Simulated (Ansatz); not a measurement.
Geometry optimisation in Ansatz: input, command and trajectory.

```yaml
crystal:
  lattice:
    - [-4.5269357674, 4.5269357674, 0.0]
    - [-4.5269357674, 0.0, 4.5269357674]
    - [0.0, 4.5269357674, 4.5269357674]
  atoms:
    - { symbol: Zr, position: [0.0, 0.0, 0.0] }
    - { symbol: Zr, position: [0.5, 0.0, 0.0] }
    - { symbol: Zr, position: [0.0, 0.5, 0.0] }
    - { symbol: Zr, position: [0.0, 0.0, 0.5] }
    - { symbol: Zr, position: [0.5, 0.5, 0.0] }
    - { symbol: Zr, position: [0.5, 0.0, 0.5] }
    - { symbol: Zr, position: [0.0, 0.5, 0.5] }
    - { symbol: Zr, position: [0.5, 0.5, 0.5] }
basis:
  ecutwfc: 420
kpoints:
  mp_grid: { grid: [6, 6, 6] }
hamiltonian:
  xc: pbe
scf:
  occupations: { method: gaussian, width: 0.1 }
output:
  forces: true
  stress: true
  eigenvalues: true
relax:
  adjacent_minimum: "off"
  f_tol: 0.015
  max_steps: 60
  cell: { stress_tol: 0.15 }
```

```bash
ansatz run input.yaml --threads 1 --pin off --max-ram 2560MiB --backend cpu --events-out ev --progress --plain --runs-dir out
```

Theory: Ansatz, DFT PBE, scalar-relativistic, plane waves, PAW.

Of 4 frames 3 are shown, positions in Å and forces in eV/Å; the SCF threshold varies from step to step. Steps run on the plane waves of an earlier cell, with a Pulay correction in the pressure. The basis is chosen afresh for the last frame, the zero of the energies, and at times for earlier ones too; energy and pressure step there, also at an unchanged geometry. The mark taken_back stands on steps that the optimiser undid.

```xyz
8
Lattice="-4.5269 4.5269 0.0000 -4.5269 0.0000 4.5269 0.0000 4.5269 4.5269" Properties=species:S:1:pos:R:3:forces:R:3 pbc="T T T" step=1 free_energy_over_end_meV_per_atom=0.11 pressure_GPa=-0.38
Zr    0.0000    0.0000    0.0000    0.0000    0.0000    0.0000
Zr   -2.2635    2.2635    0.0000    0.0000    0.0000    0.0000
Zr   -2.2635    0.0000    2.2635    0.0000    0.0000    0.0000
Zr    0.0000    2.2635    2.2635    0.0000    0.0000    0.0000
Zr   -4.5269    2.2635    2.2635    0.0000    0.0000    0.0000
Zr   -2.2635    4.5269    2.2635    0.0000    0.0000    0.0000
Zr   -2.2635    2.2635    4.5269    0.0000    0.0000    0.0000
Zr   -4.5269    4.5269    4.5269    0.0000    0.0000    0.0000
8
Lattice="-4.5122 4.5122 0.0000 -4.5122 0.0000 4.5122 0.0000 4.5122 4.5122" Properties=species:S:1:pos:R:3:forces:R:3 pbc="T T T" step=2 free_energy_over_end_meV_per_atom=0.18 pressure_GPa=0.51 taken_back
Zr    0.0000    0.0000    0.0000    0.0000    0.0000    0.0000
Zr   -2.2561    2.2561    0.0000    0.0000    0.0000    0.0000
Zr   -2.2561    0.0000    2.2561    0.0000    0.0000    0.0000
Zr    0.0000    2.2561    2.2561    0.0000    0.0000    0.0000
Zr   -4.5122    2.2561    2.2561    0.0000    0.0000    0.0000
Zr   -2.2561    4.5122    2.2561    0.0000    0.0000    0.0000
Zr   -2.2561    2.2561    4.5122    0.0000    0.0000    0.0000
Zr   -4.5122    4.5122    4.5122    0.0000    0.0000    0.0000
8
Lattice="-4.5207 4.5207 0.0000 -4.5207 0.0000 4.5207 0.0000 4.5207 4.5207" Properties=species:S:1:pos:R:3:forces:R:3 pbc="T T T" step=4 free_energy_over_end_meV_per_atom=0.00 pressure_GPa=0.00
Zr    0.0000    0.0000    0.0000    0.0000    0.0000    0.0000
Zr   -2.2603    2.2603    0.0000    0.0000    0.0000    0.0000
Zr   -2.2603    0.0000    2.2603    0.0000    0.0000    0.0000
Zr    0.0000    2.2603    2.2603    0.0000    0.0000    0.0000
Zr   -4.5207    2.2603    2.2603    0.0000    0.0000    0.0000
Zr   -2.2603    4.5207    2.2603    0.0000    0.0000    0.0000
Zr   -2.2603    2.2603    4.5207    0.0000    0.0000    0.0000
Zr   -4.5207    4.5207    4.5207    0.0000    0.0000    0.0000
```

It took 35 s on 1 thread of Intel(R) Xeon(R) Platinum 8375C CPU @ 2.90GHz (Ice Lake), with other jobs on the host, peak memory 0.57 GiB.